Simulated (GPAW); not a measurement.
# B (Pmmn) in GPAW: reference runs

How does B come out in PBE? The cell is run as given.

All numbers are computed with GPAW 26.7.0; they aren't measurements. Logs are shortened: lines on timing, memory, paths and dates and some standing lists are left out, and cuts for length are marked. The log counts tension as positive stress, the text compression.

## (1) The structure

Symmetry: Pmmn, No. 59, orthorhombic system. The conventional cell has a = 1.625 Å, b = 2.866 Å, c = 3.914 Å, α = 90.00°, β = 90.00°, γ = 90.00°. B (site symmetry mm2) has 6 B at 1.62 to 1.86 Å as nearest neighbours.

The cell was built by a generator and needn't be a form met in nature.

## (2) Single point, PBE

Input file run.py:

```python
from ase import Atoms
from ase.dft.bandgap import bandgap
from ase.io import write
from ase.units import Bohr, GPa
from gpaw import GPAW, PW
from gpaw.elf import elf_from_dft_calculation

atoms = Atoms(['B', 'B'],
              cell=[[1.62456, 0.0, 0.0],
                    [0.0, 2.86615, 0.0],
                    [0.0, 0.0, 3.9144]],
              scaled_positions=[[0.0, 0.5, 0.60926],
                                [0.5, 0.0, 0.39074]],
              pbc=True)

calc = GPAW(mode=PW(800),
            xc='PBE',
            kpts={'size': (16, 9, 7), 'gamma': True},
            occupations={'name': 'fermi-dirac', 'width': 0.05},
            nbands=10,
            convergence={'density': 1e-05, 'energy': 1e-05},
            maxiter=150,
            txt='gpaw.txt')
atoms.calc = calc
energy = atoms.get_potential_energy()
forces = atoms.get_forces()
stress = atoms.get_stress()
calc.write('gs.gpw')
write('result.traj', atoms)
print(f'Energy: {energy:.6f} eV')
print('Forces (eV/A):')
print(forces.round(4))
print('Stress (GPa):', (stress / GPa).round(3))
print('Fermi level:', round(calc.get_fermi_level(), 4), 'eV')
print(f'Gap: {bandgap(calc)[0]:.4f} eV, direct: {bandgap(calc, direct=True)[0]:.4f} eV')

# fields on the real-space grid
write('density.cube', atoms, data=calc.get_pseudo_density() * Bohr**3)
write('potential.cube', atoms, data=calc.get_electrostatic_potential())
write('elf.cube', atoms, data=elf_from_dft_calculation(calc).data)
```

Potentials or basis: GPAW PAW data sets (gpaw-data 1.2.1), pw.

The run is started by

```bash
> OMP_NUM_THREADS=1 python run.py
```

gpaw.txt:

```text
__  _  _
 | _ |_)|_||  |
 |__||  | ||/\| - 26.7.0

Input parameters:
  mode=PW(ecut=800.0),
  convergence={'density': 1e-05, 'energy': 1e-05},
  kpts=MonkhorstPack(size=(16, 9, 7), gamma=True),
  maxiter=150,
  nbands=10,
  occupations=Occupations(name='fermi-dirac', width=0.05),
  xc=XC(name='PBE')

Diagonalizing LCAO Hamiltonian
Converting LCAO to pw mode
   .---.
  /|   |
 * |   |
 |B|   |
 | |   |
 | B---.
 |/   /
 *---*

Atoms  # Å, Bohr magnetons
|   | symbol |        x |        y |        z |    initial magnetic moments |
|---|--------|----------|----------|----------|-----------------------------|
| 0 |      B | 0.000000 | 1.433075 | 2.384887 | ( 0.0000,  0.0000,  0.0000) |
| 1 |      B | 0.812280 | 0.000000 | 1.529513 | ( 0.0000,  0.0000,  0.0000) |

Unit cell  # Å
| periodic |        x |        y |        z |  lengths |    angles |
|----------|----------|----------|----------|----------|-----------|
|      yes | 1.624560 | 0.000000 | 0.000000 | 1.624560 | 90.000000 |
|      yes | 0.000000 | 2.866150 | 0.000000 | 2.866150 | 90.000000 |
|      yes | 0.000000 | 0.000000 | 3.914400 | 3.914400 | 90.000000 |

Number of symmetries: 4
Symmetry operations  # r_c * U_cc + t_c -> r_c
|   | kind |            matrix            |
|---|------|------------------------------|
| 0 |  E   |  1, 0, 0,  0, 1, 0,  0, 0, 1 |
| 1 |  σ   |  1, 0, 0,  0,-1, 0,  0, 0, 1 |
| 2 |  σ   | -1, 0, 0,  0, 1, 0,  0, 0, 1 |
| 3 |  C2  | -1, 0, 0,  0,-1, 0,  0, 0, 1 |

BZ-sampling:
  Number of BZ points: 1008
  Number of IBZ points: 180

  Monkhorst-Pack size: [16, 9, 7]
  Monkhorst-Pack shift: [0.03125, 0.0, 0.0]

K-points  # in reciprocal-cell coordinates
|     |                                coordinates |     weight |
|-----|--------------------------------------------|------------|
|   0 | (  0.00000000,   0.00000000,   0.00000000) | 0.00099206 |
|   1 | (  0.00000000,   0.00000000,   0.14285714) | 0.00198413 |
|   2 | (  0.00000000,   0.00000000,   0.28571429) | 0.00198413 |
|   3 | (  0.00000000,   0.00000000,   0.42857143) | 0.00198413 |
|   4 | (  0.00000000,   0.11111111,   0.00000000) | 0.00198413 |
|   5 | (  0.00000000,   0.11111111,   0.14285714) | 0.00396825 |
|   6 | (  0.00000000,   0.11111111,   0.28571429) | 0.00396825 |
|   7 | (  0.00000000,   0.11111111,   0.42857143) | 0.00396825 |
|   8 | (  0.00000000,   0.22222222,   0.00000000) | 0.00198413 |
|   9 | (  0.00000000,   0.22222222,   0.14285714) | 0.00396825 |
| ... |                                            |            |
| 179 | (  0.50000000,   0.44444444,   0.42857143) | 0.00396825 |

Plane wave coefficients: 955
Cutoff: 800.0 eV

Spin-components: 1 (collinear spins)
Bands:           10
Projectors:      10
Spin-degeneracy: 2
Datatype:        complex128

Parallelization:
  kpt:    1
  domain: 1
  band:   1

Density:
  Valence electrons: 6.0
  Components: 1
  Grid points: [12 20 27]
  Charge: 0.0  # |e|

Potential:
  Grid points: [12 20 27]

species:
  B:
    name:    Boron
    Z:       5.0
    valence: 3
    core:    2
    charge:  0.0  # [|e|]
    compensation charges:
      type: gauss
      rc: 0.20  # [Å]
      lmax: 2
    cutoffs:
      filter: 1.14  # [Å]
      core: 1.38  # [Å]
    projectors
    | kind |    occ | energy [eV] | rcut [Å] |
    |------|--------|-------------|----------|
    |   2s |  2.000 |      -9.443 |    0.635 |
    |   2p |  1.000 |      -3.606 |    0.635 |
    |    s |        |      17.768 |    0.635 |
    |    p |        |      23.605 |    0.635 |
    |    d |        |       0.000 |    0.635 |

    Using partial waves for B as LCAO basis

Reference energy: -1338.979134  # eV

eigensolver:
  PPCG
  Converge bands: occupied
  niter=2

density mixing:
  MSR1-Mixer
  Pratt-step length: 0.05
  Maximum mixing coefficient: 0.75
  Old densities: 10
  SVD Regularization: 0.005
  Good broyden scale: 1.0
  Trust region scale: 1.0
  Backstep threshold: 4.0
  History deletion threshold: 6.0
  Fourier metric: weight=20.0, sigma=0.015

occupation numbers:
  Fermi-Dirac:
    width: 0.0500  # eV

poisson solver:
  ecut: 6400.0  # eV

xc functional:
  name: PBE with 2 nearest neighbor stencil

convergence criteria:
- Maximum integral of absolute [dens]ity change: 1e-05 electrons / valence electron
- Maximum [total energy] change in last 3 cyles: 1e-05 eV / valence electron
- Maximum integral of absolute [eigenst]ate change: 4e-08 eV^2 / valence electron
maximum number of iterations: 150

SCF iterations
|iter     | |      energy | eigst |  dens |
|---------|-|-------------|-------|-------|
|iter:   1| |  -12.987533 | +0.53 |       |
|iter:   2| |  -12.915450 | -1.28 | -0.75 |
|iter:   3| |  -12.460489 | -1.52 | -0.78 |
|iter:   4| |  -12.452101 | -2.72 | -1.44 |
|iter:   5| |  -12.452441 | -4.42 | -1.97 |
|iter:   6| |  -12.452436 | -5.75 | -2.77 |
|iter:   7| |  -12.452440c| -6.93 | -3.49 |
|iter:   8| |  -12.452440c| -8.19c| -4.10 |
|iter:   9| |  -12.452440c| -8.35c| -4.93 |
|iter:  10| |  -12.452440c| -9.32c| -5.40c|

Converged in 10 steps
Energy contributions relative to reference atoms: (reference = -1338.979134)

Energy contributions:
  Kinetic:          10.787168
  Coulomb:          -8.598831
  Zero:              0.014976
  External:          0.000000
  Xc:              -14.654191
  Entropy:          -0.003122
  Spinorbit:         0.000000
  ----------------------------
  Free energy:     -12.454001
  Extrapolated:    -12.452440

dipole moment: (-2.496693, -4.404821, -0.000000)  # |e|*Ang

Fermi level: 6.305
Eigenvalues  # (at kpt = [0.000, 0.000, 0.000])
| band index |      eig [eV] | occ [0-2] |
|------------|---------------|-----------|
|          0 |        -9.812 |     2.000 |
|          1 |         0.440 |     2.000 |
|          2 |         0.994 |     2.000 |
|          3 |         3.914 |     2.000 |
|          4 |         9.259 |     0.000 |
|          5 |        14.583 |     0.000 |
|          6 |        17.734 |     0.000 |
|          7 |        22.578 |     0.000 |
|          8 |        24.664 |     0.000 |
|          9 |        28.413 |     0.000 |

No gap
No difference between direct/indirect transitions

Forces  # eV/Ang
|       x |       y |        z |
|---------|---------|----------|
| 0.00000 | 0.00000 |  0.00589 |  # B    0
| 0.00000 | 0.00000 | -0.00588 |  # B    1

Stress tensor  # eV/Ang^3
|        x |         y |        z |
|----------|-----------|----------|
| 0.006782 |  0.000000 | 0.000000 |
| 0.000000 | -0.008693 | 0.000000 |
| 0.000000 |  0.000000 | 0.003859 |

# Writing to gs.gpw (mode='')
```

Run time: 29 s. Hardware: 1 thread of Arm Neoverse V1, shared host; peak memory 0.18 GiB.

What came out:

```yaml
Free_energy: -12.4540 eV
Pressure: -0.1 GPa
Largest_force: 0.006 eV/Å
Band_gap_on_the_k_mesh: none (metal or under the smearing width)
```

Forces in eV/Å, atoms in the order of the input:
```
B    0.000  0.000  0.006
B    0.000  0.000 -0.006
```

Caveat: this functional lacks dispersion, which binds the layers, so the pressure and a relaxed spacing across them are unreliable.
